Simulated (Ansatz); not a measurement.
## Relaxing Ni

Computed with Ansatz 0.2.0, DFT PBE, scalar-relativistic, plane waves, PAW.

The start puts Ni on the sites of a reported F cell (C2/c, No. 15), at a guessed volume.

Input of the last, converged step (default PAW datasets):

```yaml
crystal:
  lattice:
    - [0.0, 1.7586199223, 1.7586199223]
    - [1.7586199223, 0.0, 1.7586199223]
    - [1.7586199223, 1.7586199223, 0.0]
  atoms:
    - { symbol: Ni, position: [0.5, 0.5, 0.5], spin: 0.77 }
basis:
  ecutwfc: 420
kpoints:
  mp_grid: { grid: [26, 26, 26] }
hamiltonian:
  xc: pbe
scf:
  occupations: { method: gaussian, width: 0.1 }
output:
  forces: true
  stress: true
  eigenvalues: true
  populations: true
magnetization:
  spin_polarized: true
relax:
  adjacent_minimum: "off"
  f_tol: 0.01
  max_steps: 80
  cell: { stress_tol: 0.05 }
```

It can be run as:

```bash
ansatz run input.yaml --threads 4 --pin off --backend cpu --events-out ev --progress --plain --runs-dir out  # memory cap (--max-ram) not shown
```

End of the output:

```
SCF converged after 8 iterations
Magnetization: 0.6448 μB (9.3224 up, 8.6776 down)
Absolute magnetization: 0.7379 μB (∫|ρ↑−ρ↓|, with the PAW one-centre terms)
Spin contamination: 0.0073 ħ² per cell (⟨S²⟩ above its minimum at these occupations)
Per-site moments (μB) at R_I (Å): [(0.684187, 1.026403)]
Free energy (F): -5839.724811 eV
Harris-Foulkes:  -5839.724811 eV  (|F-HF|=1.82e-12)
Internal energy: -5839.715982 eV  (E = F + TS)
E sigma→0 (E₀):  -5839.720397 eV
Entropy (-TS):   -0.008829 eV (-8.829 meV/atom)
Fermi energy:    18.163922 eV
--- Per-component energies (eV) ---
  E_band       = -284.806544
  E_kinetic    = 282.062933
  E_local      = -3438.971985  (includes V_loc(G=0)·N_el)
  E_nonlocal   = 635.513957
  E_hartree    = 1435.451023
  E_xc         = -84.792151
  E_vxc        = -109.338803  (∫ρ·V_xc dr)
  E_paw        = -1629.605831  (= ΣΔE_a)
  E_vpaw       = -524.975157  (= ΣTr[D̂ρ^β])
  E_aug_tail   = 0.000587  (compensation charges beyond the density's cutoff)
  E_ewald      = -3039.374515
  E_smearing   = -0.008829  (= −TS)
  E_closure    = 0.000000  (closes the sum)
  Σ components = -5839.724811   (vs F -5839.724811, Δ=0.00e0)
--- Forces (eV/Å), atoms counted from 1 ---
  atom   1  Ni     0.00000000     0.00000000     0.00000000
  max |Σ_I F_I| component: 2.69e-28 eV/Å
--- Stress (GPa, compression-positive) ---
       -0.002156       0.000000       0.000000
        0.000000      -0.002156       0.000000
        0.000000       0.000000      -0.002156
  P = ⅓ Tr σ = -0.0022 GPa (-0.022 kbar)
  k-point 0 ↑: bands = ["-85.5284", "-45.7858", "-45.7858", "-45.7858", "9.0382", "15.6858", "15.6858", "15.6858", "16.8777", "16.8777", "41.6362", "45.5953", "45.5953", "45.5953"]
  k-point 1 ↑: bands = ["-85.5279", "-45.7890", "-45.7863", "-45.7863", "9.0962", "15.6705", "15.6991", "15.6991", "16.8719", "16.8719", "41.4751", "44.6116", "45.4178", "45.4178"]
  k-point 2 ↑: bands = ["-85.5265", "-45.7984", "-45.7876", "-45.7876", "9.2692", "15.6267", "15.7367", "15.7367", "16.8566", "16.8566", "40.7486", "43.3685", "45.0266", "45.0266"]
  k-point 510 ↓: bands = ["-84.6221", "-45.1005", "-45.0849", "-45.0298", "14.7209", "15.4955", "15.8494", "17.4079", "18.5645", "25.4262", "26.5723", "28.1872", "29.3298", "47.1436"]
--- Relaxed structure (3 steps of the walk, 3 accepted, 1 SCFs on fresh bases) ---
  F+E_penalty+E_count = -5839.72481090 eV   max|allowed force component| = 0.000e0 eV/Å   (the final SCF, on the basis selected at the relaxed cell)
  cell:  # Å, volume = 10.8935 Å³
    - [0.000000, 1.759458, 1.759458]
    - [1.759458, 0.000000, 1.759458]
    - [1.759458, 1.759458, 0.000000]
  atoms:
    - { symbol: Ni, position: [0.500000, 0.500000, 0.500000] }
--- Löwdin populations: 1 site ---
  site symbol q [e]    m [muB]
     0     Ni     17.7783     0.6753
  spilling = 0.012317 (of n_electrons = 18.000000)
```

Absolute energies hang on the potentials; compare differences alone.

The result has space group Fm-3m (No. 225). Ni is coordinated by 12 Ni at 2.49 Å.

Symmetry constrained the relaxation, so the result can be a saddle point.